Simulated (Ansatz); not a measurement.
# Sb (R-3m) in Ansatz: band structure with PBEsol

Aim: the band structure of Sb with PBEsol.

Program: Ansatz 0.2.0. These are calculated values, not measurements. Logs are shortened: lines on timing, memory, paths and dates and some standing lists are left out, and cuts for length are marked.

## (1) Starting point

The structure is trigonal, space group R-3m (No. 166). Conventional cell: a = 4.308 Å, b = 4.308 Å, c = 11.274 Å, α = 90.00°, β = 90.00°, γ = 120.00°. Around Sb (site symmetry 3m) lie 3 Sb at 2.91 Å.

## (2) Band structure, PBEsol

input.yaml reads:

```yaml
crystal:
  lattice:
    - [2.1542, 1.2437279499, 3.758]
    - [-2.1542, 1.2437279499, 3.758]
    - [0.0, -2.4874558998, 3.758]
  atoms:
    - { symbol: Sb, position: [0.76651, 0.76651, 0.76651] }
    - { symbol: Sb, position: [0.23349, 0.23349, 0.23349] }
hamiltonian:
  xc: pbesol
  pseudopotentials: { kind: paw }
kpoints:
  mp_grid: { grid: [8, 8, 8] }
  band_path:
    path:
      - [[0.0, 0.0, 0.0], [0.5, 0.0, 0.0], [0.5, 0.2396873643, -0.2396873643]]
      - [[0.7603126357, 0.5, 0.2396873643], [0.5, 0.5, 0.5], [0.0, 0.0, 0.0], [0.3698436821, 0.0, -0.3698436821]]
      - [[0.6301563179, 0.3698436821, 0.0], [0.5, 0.5, 0.0], [0.6301563179, 0.6301563179, 0.2396873643], [0.5, 0.5, 0.5]]
      - [[0.5, 0.0, 0.0], [0.7603126357, 0.3698436821, 0.3698436821]]
    npoints: 14
scf:
  occupations: { method: fermi_dirac, width: 0.05 }
  n_extra_bands: 6
output:
  forces: true
  stress: true
  eigenvalues: true
  fatbands: true
```

Potentials or basis: Ansatz PAW.

Launch:

```
$ ansatz run input.yaml --threads 2 --pin off --max-ram 5632MiB --backend cpu --events-out ev --progress --plain --runs-dir out
```

Standard output:

```text
Warning: RAYON_NUM_THREADS=2 ignored (pool sized by the plan → 2); use --threads N
scf.n_extra_bands = 6 over 15 filled bands (N_el = 30.0): the run solves 21 bands
Engine: ansatz 0.2.0, x86_64-unknown-linux-gnu
Pseudopotentials: kind: paw
Pseudopotential: Sb, paw, valence charge 15, recommended cutoff 420 eV (normal), Sb.paw.azcp
Functional definition: PBEsol
  exchange = pbesol_x
  correlation = pbesol_c
Crystal: 2 atoms, lattice volume = 60.411 Å³
Basis set: ecut = 420 eV, 1195 PW (Γ), exchange–correlation on 64×64×64 points (8 copies of the dense FFT grid, shifted against one another)
Bands: 21, of which v1, the nominal top of the filled ones, is band 15 counted from 1 (14 counted from 0)
Symmetry: 12 space group operations
Space group: R-3m (ITA 166), of the structure as read, at distance tolerance 3.9e-5 Å
k-points: 65 of 512
Non-local potential: Sb, projectors of the file, l = 0: 2, l = 1: 2, l = 2: 2, l = 3: 2
PAW form: soft (Blöchl's): semilocal exchange-correlation on the pseudo side does not see the compensation charge
PAW frozen core: Sb, regenerated for the run's functional, and the local potential with it (the file was generated under x = pbe(κ = 0.804, μ = 0.2195149727645171), c = pbe(β = 0.06672455060314922))
PAW one-centre angular grid: Sb, 590 points (default); XC on 64 Gauss nodes
Initial density: superposition of atomic densities (neutral atoms: chi_scale 0, normalization atom), corrected by the library's trained network
Initial wavefunctions: pseudopotential atomic-orbital guess
Functional: x = pbesol(κ = 0.804, μ = 0.12345679012345678), c = pbesol(β = 0.046)
SCF iter   1: F=—  HF=-12816.177204 eV  |F-HF|=—  |Δ(HF+E_count)|=         —  Δρ=2.48e-3  dr2=2.49e-3  ethr=1.77e-3  ⟨swp⟩=7.1  Hψ=7390  notcnv=0  defer=5
preconditioner: auto → Kerker (q_TF=auto, 2.428 Å⁻¹)  [metal: Δε(μ)=0.028 eV  Ē_g=10.204 eV  σ=0.050 eV  W_gap=0.14  n_scr=14 (ndim 8)  ℏωp=15.1 eV  f_vac=0.002  D(μ)=0.38/eV (n_scr^D=0)]
SCF iter   2: F=—  HF=-12816.174887 eV  |F-HF|=—  |Δ(HF+E_count)|=   2.32e-3  Δρ=1.68e-3  dr2=1.07e-3  ethr=8.31e-6  ⟨swp⟩=2.7  Hψ=2855  notcnv=0  defer=12
SCF iter   3: F=—  HF=-12816.174700 eV  |F-HF|=—  |Δ(HF+E_count)|=   1.87e-4  Δρ=7.72e-4  dr2=1.86e-4  ethr=3.56e-6  ⟨swp⟩=2.0  Hψ=2277  notcnv=0  defer=12
SCF iter   4: F=—  HF=-12816.174564 eV  |F-HF|=—  |Δ(HF+E_count)|=   1.36e-4  Δρ=2.49e-4  dr2=3.25e-5  ethr=6.20e-7  ⟨swp⟩=2.0  Hψ=2274  notcnv=0  defer=12
SCF iter   5: F=—  HF=-12816.174557 eV  |F-HF|=—  |Δ(HF+E_count)|=   7.50e-6  Δρ=4.74e-5  dr2=2.94e-6  ethr=1.08e-7  ⟨swp⟩=2.0  Hψ=2274  notcnv=0  defer=12
SCF iter   6: F=—  HF=-12816.174557 eV  |F-HF|=—  |Δ(HF+E_count)|=   6.11e-8  Δρ=1.72e-5  dr2=3.10e-7  ethr=9.79e-9  ⟨swp⟩=2.0  Hψ=1602  notcnv=0  defer=12
SCF iter   7: F=-12816.174557 eV  HF=-12816.174557 eV  |F-HF|=6.79e-8  |Δ(HF+E_count)|=   5.62e-8  Δρ=1.41e-5  dr2=7.52e-8  ethr=3.33e-10  ⟨swp⟩=8.2  Hψ=6202  notcnv=0
SCF 1 converged in 7 iterations: F = -12816.174557 eV  dr2 = 7.52e-8
NSCF: frozen V_eff on 130 k-points
SCF converged after 7 iterations
Free energy (F): -12816.174557 eV
Harris-Foulkes:  -12816.174557 eV  (|F-HF|=6.79e-8)
Internal energy: -12816.171618 eV  (E = F + TS)
E sigma→0 (E₀):  -12816.173088 eV
Entropy (-TS):   -0.002939 eV (-1.469 meV/atom)
Fermi energy:    10.001720 eV
--- Per-component energies (eV) ---
  E_band       = -341.607290
  E_kinetic    = 414.866393
  E_local      = -3198.044778  (includes V_loc(G=0)·N_el)
  E_nonlocal   = 728.086897
  E_hartree    = 1447.270281
  E_xc         = -275.073364
  E_vxc        = -193.359542  (∫ρ·V_xc dr)
  E_paw        = -8999.070705  (= ΣΔE_a)
  E_vpaw       = -987.712268  (= ΣTr[D̂ρ^β])
  E_aug_tail   = -0.000004  (compensation charges beyond the density's cutoff)
  E_ewald      = -2934.870052
  E_core_change = 0.663714  (= ΣΔE_core)
  E_smearing   = -0.002939  (= −TS)
  E_closure    = 0.000000  (closes the sum)
  Σ components = -12816.174557   (vs F -12816.174557, Δ=0.00e0)
--- Forces (eV/Å), atoms counted from 1 ---
  atom   1  Sb     0.00000000     0.00000000    -0.10390214
  atom   2  Sb     0.00000000     0.00000000     0.10390214
  max |Σ_I F_I| component: 2.78e-17 eV/Å
--- Stress (GPa, compression-positive) ---
        0.193488       0.000000       0.000000
        0.000000       0.193488       0.000000
        0.000000       0.000000      -0.345541
  P = ⅓ Tr σ = 0.0138 GPa (0.138 kbar)
--- Band table (eV; the first three rows and the last of 65) ---
  k-point 0: bands = ["-19.4418", "-19.4418", "-19.3521", "-19.3521", "-19.3281", "-19.2379", "-19.2379", "-19.2327", "-19.1575", "-19.1575", "-2.8059", "5.0847", "7.8709", "8.1469", "8.1469", "12.0087", "12.6264", "12.6264", "15.0502", "15.0502", "15.1706"]
  k-point 1: bands = ["-19.4356", "-19.4329", "-19.3491", "-19.3469", "-19.3242", "-19.2420", "-19.2409", "-19.2365", "-19.1665", "-19.1641", "-2.6331", "4.3685", "7.9123", "8.1062", "8.4044", "11.8966", "12.1771", "12.2263", "14.4802", "14.9425", "15.1591"]
  k-point 2: bands = ["-19.4191", "-19.4075", "-19.3416", "-19.3326", "-19.3128", "-19.2539", "-19.2537", "-19.2432", "-19.1906", "-19.1817", "-2.1196", "2.9188", "7.9297", "8.0353", "8.8378", "11.1692", "11.2897", "11.3858", "14.8176", "15.4763", "16.0250"]
  k-point 64: bands = ["-19.3926", "-19.3926", "-19.3337", "-19.3337", "-19.3079", "-19.2513", "-19.2513", "-19.2509", "-19.2111", "-19.2111", "-1.2614", "0.9221", "8.6305", "8.6305", "9.4300", "10.0589", "10.0589", "11.0141", "16.8915", "18.8556", "18.8556"]
```

It took 2.7 s on 2 threads of Intel Xeon 6975P-C (Granite Rapids), shared host; peak memory 0.41 GiB.

Results:

| Property | Result |
| --- | --- |
| Free energy | -12816.1746 eV |
| Pressure | 0.0 GPa |
| Largest force | 0.104 eV/Å |
| Band gap on the k mesh | none (metal or under the smearing width) |

Forces in eV/Å, atoms in the order of the input:
```
Sb   0.000  0.000 -0.104
Sb   0.000  0.000  0.104
```

Levels at the corners of the path, in eV from the Fermi level:
| point | band 11 | band 12 | band 13 | band 14 | band 15 | band 16 | band 17 | band 18 | band 19 | band 20 |
| --- | --- | --- | --- | --- | --- | --- | --- | --- | --- | --- |
| Γ | -12.81 | -4.92 | -2.13 | -1.85 | -1.85 | 2.01 | 2.62 | 2.62 | 5.05 | 5.05 |
| L | -10.44 | -9.72 | -2.00 | -1.89 | -0.37 | -0.31 | 0.08 | 0.42 | 7.46 | 8.29 |
| B1 | -9.90 | -9.12 | -5.07 | -4.93 | -0.81 | 0.61 | 4.50 | 4.57 | 5.93 | 6.11 |
| B | -9.90 | -9.12 | -5.07 | -4.93 | -0.81 | 0.61 | 4.50 | 4.57 | 5.93 | 6.11 |
| Z | -11.26 | -9.08 | -1.37 | -1.37 | -0.57 | 0.06 | 0.06 | 1.01 | 6.89 | 8.85 |
| Γ | -12.81 | -4.92 | -2.13 | -1.85 | -1.85 | 2.01 | 2.62 | 2.62 | 5.05 | 5.05 |
| X | -9.91 | -9.20 | -5.38 | -3.25 | -3.01 | 2.74 | 3.10 | 4.04 | 5.85 | 7.18 |
| Q | -9.91 | -9.20 | -5.38 | -3.25 | -3.01 | 2.74 | 3.10 | 4.04 | 5.85 | 7.18 |
| F | -10.43 | -8.08 | -5.53 | -3.83 | -3.73 | 1.42 | 4.86 | 5.43 | 6.86 | 9.05 |
| P1 | -10.28 | -8.80 | -5.43 | -3.28 | -2.81 | 2.36 | 3.12 | 4.49 | 5.95 | 7.72 |
| Z | -11.26 | -9.08 | -1.37 | -1.37 | -0.57 | 0.06 | 0.06 | 1.01 | 6.89 | 8.85 |
| L | -10.44 | -9.72 | -2.00 | -1.89 | -0.37 | -0.31 | 0.08 | 0.42 | 7.46 | 8.29 |
| P | -10.28 | -8.80 | -5.43 | -3.28 | -2.81 | 2.36 | 3.12 | 4.49 | 5.95 | 7.72 |

Caveat: spin-orbit coupling is left out, which moves the levels of the heavy elements; the PAW data sets come from PBE, with cores solved anew for the run's functional, which leaves a small shift of forces and pressure.

## (3) For comparison

An earlier run on the cell as given: functional PBEsol; potentials or basis Ansatz PAW; cutoff 420 eV (not typed: the program's choice for these potentials); k mesh 8 × 8 × 8; occupations fermi-dirac, width 0.05 eV; no spin polarisation.

* Pressure: 0.0 GPa
* Largest force: 0.104 eV/Å
* Band gap on the k mesh: none (metal or under the smearing width)
